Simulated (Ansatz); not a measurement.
# BaTe (Fm-3m): phonons

Level of theory: r²SCAN, PAW on Ansatz 0.2.0's default frozen-core files (fitted under PBE), scalar-relativistic.

Cell and atoms were relaxed beforehand by PAW with this functional.

Launched as:

```sh
ansatz run input.yaml --threads 2 --pin off --max-ram 5120MiB --backend cpu --events-out ev --progress --plain --runs-dir out
```

Input file:

```yaml
crystal:
  lattice:
    - [0.0, 3.53121508081, 3.53121508081]
    - [3.53121508081, 0.0, 3.53121508081]
    - [3.53121508081, 3.53121508081, 0.0]
  atoms:
    - { symbol: Ba, position: [0.0, 0.0, 0.0] }
    - { symbol: Te, position: [0.5, 0.5, 0.5] }
kpoints:
  mp_grid: { grid: [6, 6, 6] }
scf:
  occupations: { method: fixed }
hamiltonian:
  xc: r2scan
  pseudopotentials: { kind: paw }
phonons:
  qmesh: [2, 2, 2]
  qpath:
    path:
      - [0.0, 0.0, 0.0]
      - [0.5, 0.0, 0.5]
      - [0.625, 0.25, 0.625]
      - [0.375, 0.375, 0.75]
      - [0.0, 0.0, 0.0]
      - [0.5, 0.5, 0.5]
      - [0.5, 0.25, 0.75]
      - [0.5, 0.0, 0.5]
    npoints: 6
  temperatures: { t_min: 0, t_max: 1000, t_step: 100 }
```

Output (shortened where marked):

```
Warning: RAYON_NUM_THREADS=2 ignored (pool sized by the plan → 2); use --threads N
Engine: ansatz 0.2.0, x86_64-unknown-linux-gnu
Pseudopotentials: kind: paw
Pseudopotential: Ba, paw, valence charge 10, recommended cutoff 500 eV (meta_gga), Ba.paw.azcp
Pseudopotential: Te, paw, valence charge 16, recommended cutoff 500 eV (meta_gga), Te.paw.azcp
Functional definition: r2SCAN
  parameter k0 = 0.174
  parameter k1 = 0.065
  parameter a1 = 4.9479
  exchange = r2scan_x(k0 = k0, k1 = k1, a1 = a1)
  correlation = r2scan_c
Crystal: 4 atoms, lattice volume = 176.130 Å³
Basis set: ecut = 500 eV, 4461 PW (Γ), FFT grids on a1, a2, −a1+a2+a3, exchange–correlation on 200×200×270 points (125 copies of the dense FFT grid, shifted against one another)
Bands: 32, of which v1, the nominal top of the filled ones, is band 26 counted from 1 (25 counted from 0)
Symmetry: 32 space group operations
k-points: 20 of 108
Non-local potential: Ba, projectors of the file, l = 0: 3, l = 1: 2, l = 2: 2, l = 3: 2
Non-local potential: Te, projectors of the file, l = 0: 2, l = 1: 2, l = 2: 2, l = 3: 2
PAW form: soft (Blöchl's): semilocal exchange-correlation on the pseudo side does not see the compensation charge
PAW frozen core: Ba, regenerated for the run's functional (the file was generated under x = pbe(κ = 0.804, μ = 0.2195149727645171), c = pbe(β = 0.06672455060314922))
PAW frozen core: Te, regenerated for the run's functional (the file was generated under x = pbe(κ = 0.804, μ = 0.2195149727645171), c = pbe(β = 0.06672455060314922))
PAW one-centre angular grid: Ba, 302 points (default); XC on 160 Gauss nodes
PAW one-centre angular grid: Te, 590 points (default); XC on 160 Gauss nodes
Initial density: handed on by an earlier stage of this run
Initial wavefunctions: those handed on with the density
Functional: x = r2scan, c = r2scan; τ floored in thin density (d = 2e-4 eV/Å³)
SCF iter   1: F=—  HF=-25927.050699 eV  |F-HF|=—  |Δ(HF+E_count)|=         —  Δρ=3.47e-8  dr2=1.50e-12  dr2_τ=1.62e-13  ethr=1.20e-12  ⟨swp⟩=3.0  Hψ=1885  notcnv=0
preconditioner: auto → Resta (q_TF=auto, 2.226 Å⁻¹)  ε∞=2.6  [insulator: Δε(μ)=2.002 eV  Ē_g=11.534 eV  n_scr=36 (ndim 8)  ℏωp=14.8 eV  f_vac=0.016  ε∞_Penn≈2.6]
SCF iter   2: F=-25927.050699 eV  HF=-25927.050699 eV  |F-HF|=1.82e-11  |Δ(HF+E_count)|=  3.64e-12  Δρ=1.94e-8  dr2=5.09e-13  dr2_τ=3.35e-14  ethr=1.00e-12  ⟨swp⟩=3.0  Hψ=1571  notcnv=0
SCF 1 converged in 2 iterations: F = -25927.050699 eV  dr2 = 5.09e-13
  greatest PAW one-centre occupation: 0.997 electrons in one spin orbital (limit 2), on the Te atom at site 3 (counted from 0), in its partial waves of l = 2
iter 1 solved again at ethr=1.00e-12 eV; its pass at ethr=3.10e-3 eV (dr2=4.66e-13 eV) is discarded
SCF iter   1: F=—  HF=-25927.050699 eV  |F-HF|=—  |Δ(HF+E_count)|=         —  Δρ=1.94e-8  dr2=5.06e-13  dr2_τ=3.37e-14  ethr=1.00e-12  ⟨swp⟩=1.3  Hψ=2181  notcnv=0
SCF iter   2: F=-25927.050699 eV  HF=-25927.050699 eV  |F-HF|=7.28e-12  |Δ(HF+E_count)|=  7.28e-12  Δρ=1.10e-8  dr2=1.81e-13  dr2_τ=1.03e-14  ethr=1.00e-12  ⟨swp⟩=3.7  Hψ=1832  notcnv=0
SCF 2 converged in 2 iterations: F = -25927.050699 eV  dr2 = 1.81e-13
Crystal: 2 atoms, lattice volume = 88.065 Å³
[... 74 lines left out ...]
E sigma→0 (E₀):  -25927.050699 eV
Fermi energy:    5.902217 eV
--- Per-component energies (eV) ---
  E_band       = -715.559815
  E_kinetic    = 698.050362
  E_local      = -3752.614457  (includes V_loc(G=0)·N_el)
  E_nonlocal   = -508.626783
  E_hartree    = 2097.913130
  E_xc         = -546.185800
  E_vxc        = -519.981051  (∫ρ·V_xc dr)
  E_paw        = -19877.372895  (= ΣΔE_a)
  E_vpaw       = -856.077175  (= ΣTr[D̂ρ^β])
  E_aug_tail   = -0.000074  (compensation charges beyond the density's cutoff)
  E_vtau       = 27.863087  (kinetic-family band-sum trace: ∫τ·v_τ [+ j·A + Jᵃ·Aᵃ] dr)
  E_ewald      = -4038.924724
  E_core_change = 0.710543  (= ΣΔE_core)
  E_smearing   = -0.000000  (= −TS)
  E_closure    = 0.000000  (closes the sum)
  Σ components = -25927.050699   (vs F -25927.050699, Δ=0.00e0)
--- Forces (eV/Å), atoms counted from 1 ---
  atom   1  Ba    -0.00000000     0.00000000    -0.00000000
  atom   2  Te     0.00000000     0.00000000     0.00000000
  atom   3  Ba    -0.00000000     0.00000000     0.00000000
  atom   4  Te     0.00000000     0.00000000     0.00000000
  max |Σ_I F_I| component: 3.21e-29 eV/Å
--- Phonons: 4 displaced members + 2 references (amplitude of the first 0.0025 Å, Σ member SCF iterations 24) ---
  ASR residual: 5.780e-4 → 0.000e0 eV/Å²; symmetrization residual: 6.684e-4 eV/Å²
  largest component of a force at the reference: 1.6e-29 eV/Å
  ASR residual per site (eV/Å²): 3.08e-5 5.78e-4
  Γ frequencies (cm⁻¹): 0.00 0.00 0.00 93.47 93.47 93.47
  Unit cell's response to a homogeneous field: 3 representative field directions (Σ response iterations 15)
  ε∞ (high-frequency dielectric tensor):
        5.305736    -0.000000     0.000000
       -0.000000     5.305736     0.000000
        0.000000     0.000000     5.305736
  ε⁰ (static dielectric tensor): not given — the deck does not say what the cell's rigid motions are, and on a molecule in a box or a wire the rigid rotations would enter the sum over the modes at Γ. For a crystal or a slab, ...
  Born effective charges Z* (e; rows j = field, columns β = displacement):
    site 0:
         2.52374    0.00000    0.00000
         0.00000    2.52374    0.00000
         0.00000   -0.00000    2.52374
    site 1:
        -2.52374   -0.00000   -0.00000
        -0.00000   -2.52374   -0.00000
        -0.00000    0.00000   -2.52374
  Z* charge neutrality: 9.939e-4 e pre-enforcement
  solved inside a basis spanned on the 6×6×6 k-mesh, on 6×6×6 k-points, its susceptibility summed on 10×10×10: ε∞ is read to err by 1.6e-2, Z* by 1.7e-2 e; Z* is corrected for what the basis lacks
  optical modes at Γ without the LO–TO term, one row a degenerate level:
      ω (cm⁻¹)  modes    IR ((D/Å)²/amu)
         93.47      3             6.6649
  optical modes at Γ + LO–TO along q̂ = [1.0000, 0.0000, 0.0000]:
      ω (cm⁻¹)  modes    IR ((D/Å)²/amu)
         93.47      2             4.4432
        137.39      1             2.2216
  optical modes at Γ + LO–TO along q̂ = [0.0000, 1.0000, 0.0000]:
      ω (cm⁻¹)  modes    IR ((D/Å)²/amu)
         93.47      2             4.4432
        137.39      1             2.2216
  optical modes at Γ + LO–TO along q̂ = [0.0000, 0.0000, 1.0000]:
      ω (cm⁻¹)  modes    IR ((D/Å)²/amu)
         93.47      2             4.4432
        137.39      1             2.2216
--- Phonons (by wavevector): 3 wavevectors in 2 supercells ---
  supercell 1 (2 cells, vectors [1, 0, 0], [0, 1, -1], [0, 0, 2] in multiples of the cell's): 2 displaced members by 0.0025 Å; free energy -25927.050699 eV; taken off its force constants: by the sum rule 5.8e-4, by the ...
  symmetry images taken by strict's conditions (phonons.symmetry_images: auto; settled by no image being taken that strict refuses)
  supercell 2 (2 cells, vectors [1, 0, 0], [0, 1, 0], [0, 0, 2] in multiples of the cell's): 2 displaced members by 0.0025 Å; free energy -25927.050699 eV; taken off its force constants: by the sum rule 1.9e-4, by the ...
  symmetry images taken by strict's conditions (phonons.symmetry_images: auto; settled by no image being taken that strict refuses)
  q = [0.0000, 0.0000, 0.0000] (star 1, supercell 1; hermiticity 1.46e-50, symmetrization 3.95e-7): -0.00 -0.00 0.00 93.47 93.47 93.47
  q = [0.0000, 0.0000, -0.5000] (star 4, supercell 2; hermiticity 8.77e-17, symmetrization 7.49e-16): 69.58 69.58 79.03 79.03 99.14 113.76
  q = [0.0000, -0.5000, -0.5000] (star 3, supercell 1; hermiticity 1.65e-16, symmetrization 4.56e-16): 42.63 42.63 67.76 96.17 96.17 100.36
  joined force constants: q→R imaginary residual 3.32e-17
  density of states and harmonic sums: on the 16×16×16 q-mesh, interpolated from the force constants of a 2×2×2 supercell (with the dipole–dipole term)
  largest difference from the sums on the solved wave vectors: F 8.82e-2 eV, S 1.21e-4 and C_V 3.22e-5 eV/K
```

The calculation finished and met its thresholds.

**Harmonic thermodynamics**

Harmonic phonons of a crystal by Kohn-Sham DFT at the given cell, standard atomic masses, acoustic sum rule imposed; negative wavenumbers are unstable modes; sums over wave vectors interpolated from the q mesh.

```
Zero point energy : 14.75 meV/atom
```

```tsv
temperature (K)	phonon heat capacity (k_B/atom)	phonon entropy (k_B/atom)	phonon free energy (meV/atom)
100	2.677	2.914	3.68
200	2.914	4.869	-30.71
300	2.961	6.061	-78.13
400	2.978	6.915	-134.2
500	2.986	7.581	-196.8
600	2.99	8.125	-264.5
700	2.992	8.587	-336.6
800	2.994	8.986	-412.3
900	2.995	9.339	-491.3
1000	2.996	9.655	-573.2
```

### Zone-centre phonons

Optical zone-centre levels upwards with Mulliken labels, activity, and the element with most of the kinetic energy.

* Point group: m-3m

```
number  phonon wavenumber (cm⁻¹)  label  infrared  raman  lead element
     1                      93.5    T1u       yes     no            Te
```

Field response:

Linear response of an insulating crystal by Kohn-Sham DFT to a field and to zone-centre displacements, local fields included; Born charges neutralised; LO modes for wave vectors along x and z; Cartesian axes as in the input.

| Quantity | Value |
| --- | --- |
| Dielectric electronic (x, y, z) | 5.306, 5.306, 5.306 |
| Highest phonon with field along x | 137.4 cm⁻¹ |
| Highest phonon with field along z | 137.4 cm⁻¹ |
| Highest phonon without field | 93.47 cm⁻¹ |

| atom | born charge xx (e) | born charge yy (e) | born charge zz (e) |
| --- | --- | --- | --- |
| Ba1 | 2.524 | 2.524 | 2.524 |
| Te2 | -2.524 | -2.524 | -2.524 |

Known limits: frozen-core PAW files fitted under PBE, their cores solved anew for the functional of the run; coarse q mesh; no LO-TO term at the zone centre.

Cost: 2.1 min on 2 threads of Intel(R) Xeon(R) Platinum 8488C (Sapphire Rapids), on a shared host, peak memory 1.4 GiB.
